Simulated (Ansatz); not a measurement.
Crystal: TiO2.

```
Ti O
1.0
    -2.97316    3.28737    3.28740
     2.97316   -3.28737    3.28740
     2.97316    3.28737   -3.28740
Ti O
4 8
Direct
  0.00000 0.50000 0.00000
  0.00000 0.00000 0.50000
  0.49524 0.24524 0.25000
  0.50475 0.75475 0.75000
  0.69508 0.69523 0.50015
  0.69508 0.19493 0.99985
  0.80452 0.74962 0.05490
  0.19472 0.74962 0.44510
  0.80528 0.25038 0.55490
  0.30492 0.80507 0.00015
  0.19548 0.25038 0.94510
  0.30492 0.30477 0.49985
```

The cell is a database's computed one.

| Quantity | Value |
| --- | --- |
| Program | Ansatz 0.2.0 |
| Task | relaxation of cell and atoms |
| Functional | r2SCAN |
| Potentials or basis | Ansatz PAW |
| Cutoff | 500 eV (not typed: the program's choice for these potentials) |
| k mesh | 6 × 6 × 6 |
| Occupations | fermi-dirac, width 0.05 eV |
| Spin | no spin polarisation |
| Hubbard terms | Ti d U = 6 eV |

At the start: volume 10.71 Å³/atom.

Question: Where does the relaxation end?

Answer: It ends after 6 steps and the volume is 10.63 Å³/atom (-0.8 %); space group P4_2/mnm (No. 136, to 0.05 Å).

Step by step:
```csv
step,energy change (eV),largest force (eV/Å),volume (Å³)
1,0.0000,0.1930,128.52
2,-0.0383,0.2500,127.86
3,-0.0500,0.1483,127.62
4,-0.0547,0.0034,127.56
5,-0.0547,0.0003,127.54
6,-0.0540,0.0003,127.54
```

Final structure:
```
Ti O
1.0
    -3.01481    3.25214    3.25212
     3.01481   -3.25214    3.25212
     3.01481    3.25214   -3.25212
Ti O
4 8
Cartesian
  1.5074 -1.6261 1.6261
  1.5074 1.6261 -1.6261
  0.0000 1.6261 1.6260
  3.0148 1.6261 1.6261
  1.5074 1.6261 2.8912
  1.5074 4.8782 -0.3609
  0.0000 0.3609 4.8782
  3.0148 -0.3609 1.6261
  0.0000 3.6130 1.6260
  1.5074 -1.6261 3.6130
  3.0148 2.8913 -1.6261
  1.5074 1.6261 0.3609
```

Caveat: the plane-wave basis is chosen anew once the cell has moved, so the energies of steps on either side of that aren't comparable; the PAW data sets come from PBE, with cores solved anew for the run's functional, which leaves a small shift of forces and pressure.
